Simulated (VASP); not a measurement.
**ZnS in VASP: one cell, several levels of theory**

What does VASP give for zincblende ZnS, under +4.0 % strain along z alone, the cell held fixed? Runs: PBE, r2SCAN. The results are then set beside those of Ansatz 0.2.0 for the same cell.

The runs shown are made with VASP 6.6.1. PAW datasets, plane waves. Computed at 0 K without zero-point motion; spin polarisation is off.

**1. The system as given**

The cell comes from an earlier relaxation with r2SCAN in another program, then strained, with the atoms relaxed again.

It is tetragonal, I-4m2 (No. 119); a = 3.810 Å, c = 5.604 Å in the conventional setting, 20.34 Å³ an atom. Zn has 4 S at 2.36 Å; S has 4 Zn at 2.36 Å.

As a file:

Space group I-4m2 (No. 119). a = 3.810 Å, b = 3.810 Å, c = 5.604 Å, α = 90.00°, β = 90.00°, γ = 90.00°
| atom | site | symmetry | x | y | z |
| --- | --- | --- | --- | --- | --- |
| Zn | 2a | -4m2 | 0.0000 | 0.0000 | 0.0000 |
| S | 2d | -4m2 | 0.5000 | 0.0000 | 0.2500 |

**2. PBE**

The input, INCAR:

```
ENCUT = 520.000000
SIGMA = 0.020000
EDIFF = 1.00e-07
GGA = PE
PREC = Accurate
IBRION = -1
ISIF = 2
ISMEAR = -1
NBANDS = 16
NELM = 120
NSW = 0
LASPH = .TRUE.
LCHARG = .FALSE.
LWAVE = .FALSE.
LREAL = .FALSE.
```

The input, KPOINTS:

```
KPOINTS created by Atomic Simulation Environment
0
Gamma
8 8 8
0 0 0
```

The input, KPOINTS_OPT:

```
special points
6
Reciprocal
0.0000000000 0.0000000000 0.0000000000 1
-0.5000000000 -0.5000000000 0.0000000000 1
-0.3750000000 -0.3750000000 0.2500000000 1
-0.3750000000 0.0000000000 0.3750000000 1
0.0000000000 0.0000000000 0.5000000000 1
-0.5000000000 -0.2500000000 0.2500000000 1
```

The input, POSCAR:

```
Zn S
 1.0000000000000000
     0.0000000000000000    2.6940858314999998    2.8018492648000000
     2.6940858314999998    0.0000000000000000    2.8018492648000000
     2.6940858314999998    2.6940858314999998    0.0000000000000000
 Zn  S
   1   1
Cartesian
  0.0000000000000000  0.0000000000000000  0.0000000000000000
  1.3470429157499999  1.3470429157499999  1.4009246323999998
```

Potentials: the recommended PBE PAW datasets, 18 valence electrons in the neutral cell.

Run with:

```
$ mpirun -np 1 vasp_std
```

Standard output, without the iteration lines:

```text
POSCAR found type information on POSCAR ZnS
 POSCAR found :  2 types and       2 ions
 LDA part: xc-table for (Slater+PW92), standard interpolation
 POSCAR, INCAR and KPOINTS ok, starting setup
 FFT: planning ... GRIDC
 FFT: planning ... GRID_SOFT
 FFT: planning ... GRID
 WAVECAR not read
 entering main loop
 Start KPOINTS_OPT (optional k-point list driver)
k-point batch [1-6\6]
```

OSZICAR:

```text
N       E                     dE             d eps       ncg     rms          rms(c)
DAV:   1     0.876654793458E+02    0.87665E+02   -0.89685E+03  1888   0.134E+03
DAV:   2    -0.160471678001E+01   -0.89270E+02   -0.83801E+02  2176   0.255E+02
DAV:   3    -0.721431441759E+01   -0.56096E+01   -0.55874E+01  2248   0.630E+01
DAV:   4    -0.727431389569E+01   -0.59999E-01   -0.59981E-01  2440   0.672E+00
DAV:   5    -0.727504002713E+01   -0.72613E-03   -0.72612E-03  2280   0.698E-01    0.650E+00
DAV:   6    -0.686614894448E+01    0.40889E+00   -0.73812E-01  2824   0.295E+01    0.511E+00
DAV:   7    -0.684680092068E+01    0.19348E-01   -0.24022E-01  2264   0.436E+00    0.261E+00
DAV:   8    -0.684606427140E+01    0.73665E-03   -0.49285E-03  2504   0.774E-01    0.676E-01
DAV:   9    -0.684633897999E+01   -0.27471E-03   -0.11800E-03  2296   0.278E-01    0.104E-01
DAV:  10    -0.684651235974E+01   -0.17338E-03   -0.21944E-04  2328   0.144E-01    0.576E-02
DAV:  11    -0.684650565821E+01    0.67015E-05   -0.35528E-05  2192   0.923E-02    0.649E-03
DAV:  12    -0.684650661986E+01   -0.96166E-06   -0.42703E-06  2736   0.219E-02    0.470E-03
DAV:  13    -0.684650658754E+01    0.32323E-07   -0.84473E-07  2408   0.914E-03
   1 F= -.68465066E+01 E0= -.68465066E+01  d E =-.164109E-10
       N       E                     dE             ncg
DAV:   1     0.230424871246E+04   -0.32638E+04      192
DAV:   2     0.178940518062E+04   -0.51484E+03      240
DAV:   3     0.175858058536E+04   -0.30825E+02      240
DAV:   4     0.175829081313E+04   -0.28977E+00      256
DAV:   5     0.175828727380E+04   -0.35393E-02      232
DAV:   6     0.175828720521E+04   -0.68588E-04      264
DAV:   7     0.175828720364E+04   -0.15746E-05      240
DAV:   8     0.175828720360E+04   -0.36361E-07      232
```

The lines after F= are the extra pass for the points of KPOINTS_OPT, at fixed density; their E is not a total energy.

OUTCAR, selected sections:

```text
k-points           NKPTS =     59   k-points in BZ     NKDIM =     59   number of bands    NBANDS=     16

   NELECT =      18.0000    total number of electrons

   dimension x,y,z NGX =    30 NGY =   30 NGZ =   28
   dimension x,y,z NGXF=    60 NGYF=   60 NGZF=   56

  energy-cutoff  :      520.00
  volume of cell :       40.67
      direct lattice vectors                 reciprocal lattice vectors
     0.000000000  2.694085831  2.801849265    -0.185591711  0.185591711  0.178453569
     2.694085831  0.000000000  2.801849265     0.185591711 -0.185591711  0.178453569
     2.694085831  2.694085831  0.000000000     0.185591711  0.185591711 -0.178453569

 k-points in reciprocal lattice and weights: KPOINTS created by Atomic Simulation Env
   0.00000000  0.00000000  0.00000000       0.002
   0.12500000  0.00000000  0.00000000       0.016
   0.25000000  0.00000000  0.00000000       0.016
   0.37500000  0.00000000  0.00000000       0.016
   0.50000000  0.00000000  0.00000000       0.008
   0.12500000  0.12500000  0.00000000       0.004
   0.25000000  0.12500000  0.00000000       0.016
   0.37500000  0.12500000  0.00000000       0.016
[... 51 more k-points ...]

 E-fermi :   2.2561

 k-point     1 :       0.0000    0.0000    0.0000
  band No.  band energies     occupation
      1     -11.1018      2.00000
      2      -4.4091      2.00000
      3      -4.3854      2.00000
      4      -4.3854      2.00000
      5      -3.9376      2.00000
      6      -3.9284      2.00000
      7       1.7298      2.00000
      8       1.8745      2.00000
      9       1.8745      2.00000
     10       3.8029      0.00000
     11       8.2532      0.00000
     12       8.2532      0.00000
     13       8.2542      0.00000
     14      13.1507      0.00000
     15      13.5818      0.00000
     16      13.8792      0.00000

 k-point     2 :       0.1250    0.0000    0.0000
  band No.  band energies     occupation
      1     -10.9911      2.00000
      2      -4.3976      2.00000
      3      -4.3745      2.00000
      4      -4.3651      2.00000
      5      -3.9377      2.00000
      6      -3.9310      2.00000
      7       0.7268      2.00000
      8       1.6322      2.00000
      9       1.7455      2.00000
     10       4.6298      0.00000
     11       8.1148      0.00000
     12       8.5023      0.00000
     13       8.5088      0.00000
     14      12.6870      0.00000
     15      13.2284      0.00000
     16      14.3424      0.00000

 k-point     3 :       0.2500    0.0000    0.0000
  band No.  band energies     occupation
      1     -10.7028      2.00000
      2      -4.3519      2.00000
      3      -4.3279      2.00000
      4      -4.3200      2.00000
      5      -3.9316      2.00000
      6      -3.9305      2.00000
      7      -0.9357      2.00000
      8       1.3047      2.00000
      9       1.4632      2.00000
     10       5.2031      0.00000
     11       8.5721      0.00000
     12       8.9031      0.00000
     13       8.9322      0.00000
     14      12.6484      0.00000
     15      12.8804      0.00000
     16      14.0086      0.00000

 k-point     4 :       0.3750    0.0000    0.0000
  band No.  band energies     occupation
      1     -10.3772      2.00000
      2      -4.3117      2.00000
      3      -4.2831      2.00000
      4      -4.1227      2.00000
      5      -3.9209      2.00000
      6      -3.9091      2.00000
      7      -2.4033      2.00000
      8       1.0133      2.00000
      9       1.2110      2.00000
     10       5.1340      0.00000
     11       8.7102      0.00000
     12       8.9981      0.00000
     13       9.9878      0.00000
     14      13.4869      0.00000
     15      13.8005      0.00000
     16      14.0171      0.00000

 k-point     5 :       0.5000    0.0000    0.0000
  band No.  band energies     occupation
      1     -10.2284      2.00000
      2      -4.3017      2.00000
      3      -4.2711      2.00000
      4      -3.9122      2.00000
      5      -3.9009      2.00000
      6      -3.7415      2.00000
      7      -3.2579      2.00000
      8       0.8999      2.00000
      9       1.1131      2.00000
     10       5.0555      0.00000
     11       8.6362      0.00000
     12       8.9391      0.00000
     13      10.5926      0.00000
     14      13.8421      0.00000
     15      15.0189      0.00000
     16      15.2691      0.00000

 k-point     6 :       0.1250    0.1250    0.0000
  band No.  band energies     occupation
      1     -10.9609      2.00000
      2      -4.4224      2.00000
      3      -4.3480      2.00000
      4      -4.3480      2.00000
      5      -3.9534      2.00000
      6      -3.9196      2.00000
      7       0.6743      2.00000
      8       1.5041      2.00000
      9       1.5041      2.00000
     10       4.9514      0.00000
     11       7.6070      0.00000
     12       8.8639      0.00000
     13       8.8639      0.00000
     14      11.5650      0.00000
     15      14.0615      0.00000
     16      14.6982      0.00000

 k-point     7 :       0.2500    0.1250    0.0000
  band No.  band energies     occupation
      1     -10.7362      2.00000
      2      -4.4063      2.00000
      3      -4.3027      2.00000
      4      -4.3011      2.00000
      5      -3.9600      2.00000
      6      -3.9128      2.00000
      7      -0.5150      2.00000
      8       1.1330      2.00000
      9       1.1628      2.00000
     10       5.7278      0.00000
     11       7.5079      0.00000
     12       9.1382      0.00000
     13       9.4509      0.00000
     14      11.3520      0.00000
     15      13.9146      0.00000
     16      15.4355      0.00000

 k-point     8 :       0.3750    0.1250    0.0000
  band No.  band energies     occupation
      1     -10.4190      2.00000
      2      -4.3330      2.00000
      3      -4.2584      2.00000
      4      -4.1966      2.00000
      5      -3.9360      2.00000
      6      -3.9064      2.00000
      7      -1.9125      2.00000
      8       0.6626      2.00000
      9       0.9245      2.00000
     10       5.8768      0.00000
     11       8.0613      0.00000
     12       9.3946      0.00000
     13       9.6330      0.00000
     14      12.6233      0.00000
     15      14.4428      0.00000
     16      14.7884      0.00000

 k-point     9 :       0.5000    0.1250    0.0000
  band No.  band energies     occupation
      1     -10.1973      2.00000
      2      -4.3005      2.00000
      3      -4.2429      2.00000
      4      -3.9591      2.00000
      5      -3.9089      2.00000
      6      -3.7897      2.00000
      7      -2.9851      2.00000
      8       0.2978      2.00000
      9       0.9009      2.00000
     10       5.8073      0.00000
     11       8.1333      0.00000
     12       9.4387      0.00000
     13      10.4805      0.00000
     14      13.8764      0.00000
     15      15.0391      0.00000
     16      15.0744      0.00000

 k-point    10 :      -0.3750    0.1250    0.0000
  band No.  band energies     occupation
      1     -10.2381      2.00000
      2      -4.2977      2.00000
      3      -4.2549      2.00000
      4      -4.0215      2.00000
      5      -3.9297      2.00000
      6      -3.8370      2.00000
      7      -2.7150      2.00000
      8       0.1852      2.00000
      9       1.0994      2.00000
     10       5.8299      0.00000
     11       8.3633      0.00000
     12       9.2789      0.00000
     13      10.0905      0.00000
     14      13.4424      0.00000
     15      14.2658      0.00000
     16      15.8332      0.00000

 k-point    11 :      -0.2500    0.1250    0.0000
  band No.  band energies     occupation
      1     -10.5080      2.00000
      2      -4.3259      2.00000
      3      -4.2925      2.00000
      4      -4.2694      2.00000
      5      -3.9481      2.00000
      6      -3.8941      2.00000
      7      -1.4782      2.00000
      8       0.3895      2.00000
      9       1.4270      2.00000
     10       5.8827      0.00000
     11       8.3720      0.00000
     12       9.0891      0.00000
     13       9.1177      0.00000
     14      12.1889      0.00000
     15      14.1690      0.00000
     16      14.8787      0.00000

 k-point    12 :      -0.1250    0.1250    0.0000
  band No.  band energies     occupation
      1     -10.8149      2.00000
      2      -4.3856      2.00000
      3      -4.3410      2.00000
      4      -4.3404      2.00000
      5      -3.9453      2.00000
      6      -3.9203      2.00000
      7      -0.1282      2.00000
      8       0.9434      2.00000
      9       1.7075      2.00000
     10       5.4114      0.00000
     11       7.7899      0.00000
     12       8.7074      0.00000
     13       9.1264      0.00000
     14      12.2406      0.00000
     15      13.1885      0.00000
     16      15.2596      0.00000

[... the tables of k-points 13 to 59 left out ...]

  Total        0.0277919      0.0277919     -0.4106204      0.0000000     -0.0000000      0.0000000
  in kB        1.0947913      1.0947913    -16.1753427      0.0000000     -0.0000000      0.0000000
  external PRESSURE =      -4.6619200 kB  Pullay stress =       0.0000000 kB

 POSITION                                       TOTAL-FORCE (eV/Angst)
 -----------------------------------------------------------------------------------
      0.00000      0.00000      0.00000         0.000000      0.000000      0.000000
      1.34704      1.34704      1.40092        -0.000000     -0.000000      0.000000
 -----------------------------------------------------------------------------------
    total drift:                                0.000003      0.000003      0.000018

  FREE ENERGIE OF THE ION-ELECTRON SYSTEM (eV)
  ---------------------------------------------------
  free  energy   TOTEN  =        -6.8465065875 eV

  energy  without entropy=       -6.8465065875  energy(sigma->0) =       -6.84650659
```

Hardware: 1 MPI rank of Intel Xeon Platinum 8488C, shared host.

The levels at the points of KPOINTS_OPT are read from vasprun.xml.

Near the gap, in eV above the top of the last filled band v; c is the band after it:

```csv
point,v−1,v,c,c+1
Γ,0.00,0.00,1.93,6.38
X,-2.02,-2.02,3.56,4.27
U,-3.02,-1.63,4.30,6.03
K,-3.00,-1.82,4.02,5.76
L,-0.97,-0.76,3.18,6.76
W,-2.65,-2.62,5.74,5.92
```

Gap with PBE: 1.93 eV, direct (Γ). Pressure: -0.47 GPa; the forces vanish within 0.01 eV/Å.

[end of part 1 of 2]
